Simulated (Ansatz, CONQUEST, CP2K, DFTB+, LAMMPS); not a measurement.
# InP with crystalline order left by the classical run (72 atoms) in CONQUEST, part 2 of 2

Wanted: CONQUEST inputs and outputs for InP with crystalline order left by the classical run (72 atoms), checked against a plane-wave reference.

Program: CONQUEST 1.3; the method stands at each step. Banners, paths, timers and routine set-up lines are dropped from the logs unmarked, and long logs keep their key lines alone; longer cuts are marked.

So far. Step 2 (PBE, grid 80 Ha): Forces lie 28 % from the reference's, at 5.9 times its CPU time (on 2 against 4 cores). Step 3 (LDA, grid 80 Ha): Against the first run (28 %), the force difference from the reference is 39 %, at 0.85 times the CPU time; the model has changed, so this is no error of the program alone.

### 4. PBE, grid 80 Ha, multi-site 10 bohr

Method: Kohn-Sham DFT, PBE, norm-conserving pseudopotentials, pseudo-atomic orbitals (double zeta with polarisation), contracted to multi-site support functions, diagonalisation.

The pseudopotential files are exchanged too: the .ion files are now those for PBE.

Conquest_input

```
IO.Title cell
IO.Coordinates coords.dat
IO.FractionalAtomicCoords T
IO.Iprint 1
General.NumberOfSpecies 2
AtomMove.TypeOfRun static
AtomMove.CalcStress F
Grid.GridCutoff 80
DM.SolutionMethod diagon
SC.MaxIters 100
SC.LinearMixingFactor 0.1
SC.KerkerPreCondition T
minE.SCTolerance 1e-06
Diag.kT 0.001837
Diag.MPMesh T
Diag.GammaCentred T
Diag.MPMeshX 1
Diag.MPMeshY 1
Diag.MPMeshZ 1
%block ChemicalSpeciesLabel
1 114.818 In
2 30.974 P
%endblock
Basis.MultisiteSF T
Multisite.LFD T
Multisite.LFD.NonSCF T
%block In
Atom.NumberOfSupports 9
Atom.MultisiteRange 10.0
Atom.LFDRange 10.0
%endblock
%block P
Atom.NumberOfSupports 4
Atom.MultisiteRange 10.0
Atom.LFDRange 10.0
%endblock
```

coords.dat

```
23.604380 0.000000 0.000000
0.000000 23.604380 0.000000
0.000000 0.000000 23.604380
72
[... 72 atom lines left out: the same atoms as in the first run ...]
```

Started as:

```
$ OMP_NUM_THREADS=1 mpirun -np 4 Conquest > output.txt
```

Numbers of over 12 decimals in the logs are rounded to 6 here.

Conquest_out:

```text
      Simulation cell dimensions:    23.6044 a0 x    23.6044 a0 x    23.6044 a0
        This calculation includes non-local pseudopotentials,
         with a maximum core radius of      8.41238623
    Job title: cell
    Job to be run: static calculation
    Ground state search:
      Support functions represented with PAO basis
      Multi-site SFs used with local filter diagonalisation
[... lines left out ...]
      Using Fermi-Dirac smearing
[... lines left out ...]
    The functional used will be GGA PBE96
[... lines left out ...]
          Free Energy (E-TS)               :     -2641.058451 Ha
[... lines left out ...]
          Free Energy (E-TS)               :     -2640.840288 Ha
[... lines left out ...]
          Free Energy (E-TS)               :     -2640.400066 Ha
[... lines left out ...]
          Free Energy (E-TS)               :     -2640.390735 Ha
[... lines left out ...]
          Free Energy (E-TS)               :     -2640.390726 Ha
[... lines left out ...]
    PulayMixSC: Reached SCF tolerance of  0.99441E-06 after     10 iterations
      | Number of electrons      =       648.001136
      | GS Energy as E-(1/2)TS   =     -2640.386510 Ha
      | Free Energy as E-TS      =     -2640.390726 Ha
      |* Harris-Foulkes energy   =     -2640.382295 Ha
      |* DFT total energy        =     -2640.382295 Ha
    force: Forces on atoms (Ha/a0)
    force:  Atom   X              Y              Z
    force:     1  -0.0011845266   0.0030459296   0.0005805480
    force:     2   0.0004372737  -0.0006352818   0.0004369158
    force:     3  -0.0005950185   0.0008925179  -0.0017924754
[...]
force:    71  -0.0029066033   0.0008092856  -0.0062496215
    force:    72   0.0011566318  -0.0023277494   0.0015879773
    force: Maximum force :        0.01100603(Ha/a0) on atom        39 in z direction
    force: Force Residual:        0.00535808 Ha/a0
    get_E_and_F: Change in energy during last step of electronic optimisation:  0.35740E-05
```

Wall time 1.8 min (4 MPI ranks of Intel Xeon Platinum 8559C (Emerald Rapids), shared host); peak memory 7.9 GiB; 7.1 min of CPU time.

Numbers from this run, and their distance from the reference:

| Quantity | Value |
| --- | --- |
| r.m.s. force component | 0.1591 eV/Å |
| r.m.s. difference of force components | 50.77 meV/Å |
| longest difference of force vectors | 142.9 meV/Å |
| force difference over r.m.s. force | 31.42 % |
| slope of forces against the reference's | 0.9353 |
| correlation of force components | 0.95 |

This run lies far from the reference in forces at the same functional.

Against the first run (28 %), the force difference from the reference is 31 %, at 1.1 times the CPU time (on 4 against 2 cores).

### 5. PBE, grid 80 Ha, multi-site 8 bohr

Method: Kohn-Sham DFT, PBE, norm-conserving pseudopotentials, pseudo-atomic orbitals (double zeta with polarisation), contracted to multi-site support functions, diagonalisation.

Edit Conquest_input of step 4 so:

```diff
@@ -28,4 +28,4 @@
 Atom.NumberOfSupports 9
-Atom.MultisiteRange 10.0
-Atom.LFDRange 10.0
+Atom.MultisiteRange 8.0
+Atom.LFDRange 8.0
 %endblock
@@ -33,4 +33,4 @@
 Atom.NumberOfSupports 4
-Atom.MultisiteRange 10.0
-Atom.LFDRange 10.0
+Atom.MultisiteRange 8.0
+Atom.LFDRange 8.0
 %endblock
```

coords.dat is that of step 4.

Started as:

```
$ OMP_NUM_THREADS=1 mpirun -np 2 Conquest > output.txt
```

Conquest_out:

```text
      Simulation cell dimensions:    23.6044 a0 x    23.6044 a0 x    23.6044 a0
        This calculation includes non-local pseudopotentials,
         with a maximum core radius of      8.41238623
    Job title: cell
    Job to be run: static calculation
    Ground state search:
      Support functions represented with PAO basis
      Multi-site SFs used with local filter diagonalisation
[... lines left out ...]
      Using Fermi-Dirac smearing
[... lines left out ...]
    The functional used will be GGA PBE96
[... lines left out ...]
          Free Energy (E-TS)               :     -2640.993923 Ha
[... lines left out ...]
          Free Energy (E-TS)               :     -2640.775036 Ha
[... lines left out ...]
          Free Energy (E-TS)               :     -2640.335193 Ha
[... lines left out ...]
          Free Energy (E-TS)               :     -2640.326569 Ha
[... lines left out ...]
          Free Energy (E-TS)               :     -2640.326552 Ha
[... lines left out ...]
    PulayMixSC: Reached SCF tolerance of  0.95472E-06 after     10 iterations
      | Number of electrons      =       648.001127
      | GS Energy as E-(1/2)TS   =     -2640.322367 Ha
      | Free Energy as E-TS      =     -2640.326552 Ha
      |* Harris-Foulkes energy   =     -2640.318182 Ha
      |* DFT total energy        =     -2640.318181 Ha
    force: Forces on atoms (Ha/a0)
    force:  Atom   X              Y              Z
    force:     1  -0.0011123708   0.0032573755   0.0005579104
    force:     2   0.0007380529   0.0000473315   0.0001262486
    force:     3  -0.0005467987   0.0015553090  -0.0016818532
[...]
force:    71  -0.0029045739  -0.0000912492  -0.0061043893
    force:    72   0.0010737576  -0.0029986822   0.0011958469
    force: Maximum force :        0.01068624(Ha/a0) on atom        39 in z direction
    force: Force Residual:        0.00523219 Ha/a0
    get_E_and_F: Change in energy during last step of electronic optimisation:  0.12262E-04
```

Run time: 2.9 min. Hardware: 2 MPI ranks; peak memory 7.5 GiB.

Compared with the plane-wave run:

```yaml
r_m_s_force_component: 0.1553 eV/Å
r_m_s_difference_of_force_components: 66.06 meV/Å
longest_difference_of_force_vectors: 153.2 meV/Å
force_difference_over_r_m_s_force: 40.89 %
slope_of_forces_against_the_reference_s: 0.8786
correlation_of_force_components: 0.9139
```

This run lies far from the reference in forces at the same functional.

Against the first run (28 %), the force difference from the reference is 41 %, at 0.88 times the CPU time.

### 6. All runs compared

Differences are against the plane-wave reference, forces as r.m.s. over components; share is that over the reference's r.m.s. force, slope the least-squares factor from reference forces to these. Total energies of different programs have different zeros and aren't compared.

```
                                         run  Δ force, r.m.s. (meV/Å)  share (%)  slope  Δ pressure (GPa)  cores  CPU time  memory (GiB)
                                   reference                        -          -      -                 -      4      68 s           2.5
                    CONQUEST PBE, grid 80 Ha                     44.8       27.7  0.940             0.479      2   6.7 min           7.5
                    CONQUEST LDA, grid 80 Ha                     63.6       39.4  1.035             -3.23      2   5.7 min           7.0
CONQUEST PBE, grid 80 Ha, multi-site 10 bohr                     50.8       31.4  0.935                 -      4   7.1 min           7.9
 CONQUEST PBE, grid 80 Ha, multi-site 8 bohr                     66.1       40.9  0.879                 -      2   5.9 min           7.5
```

CPU time is summed over cores on a shared host, where runs went side by side, so it is rough. Symmetry, cutoffs, thresholds, outputs and thread counts weren't matched or tuned between programs; memory under MPI is the largest rank's times the ranks.

### 7. Results

```json
{"nearest in forces": "CONQUEST PBE, grid 80 Ha, 28 %", "its CPU time": "6.7 min"}
```

What this shows: The PBE runs in local orbitals differ by 28 % (CONQUEST PBE, grid 80 Ha) to 41 % (CONQUEST PBE, grid 80 Ha, multi-site 8 bohr); basis, grid and potentials can all enter. Rows with another functional or a dispersion term differ by 39 % (CONQUEST LDA, grid 80 Ha), which mixes the change of model with differences of basis and potentials. None of the electronic-structure runs in the table takes under half the reference's CPU time of 68 s; they take 5.0 to 6.2 times as much. The quench rate of 20 K/ps is many orders above laboratory rates, so the cell is likely richer in defects and strain than a real sample. The network of bonds at the start is that of the classical potential that made the cell, and needn't be the one that DFT or experiment would give. The reference's stress is far from hydrostatic: its diagonal is -4.4, -1.8, -1.2 GPa, compression counted positive. The reference's pressure of -2.5 GPa belongs to a cell and atoms that aren't relaxed at this level. The electronic-structure runs sample only Γ, in a cell whose shortest periodic width is 12 Å, which is coarse for a cell with partly filled levels.

[Also dropped from logs without a mark: logging warnings of Python, and SIESTA's first energy breakdown and zero terms.]

[Logs are printed without paths, hosts, clocks, repeated set-up lines and the standing remarks that a program may print on its own settings, such as how far it seeks lower states.]

[Hosts, paths, dates, database ids (printed as entryN), source tags and the programs' standing remarks are cut or masked in the printed files.]
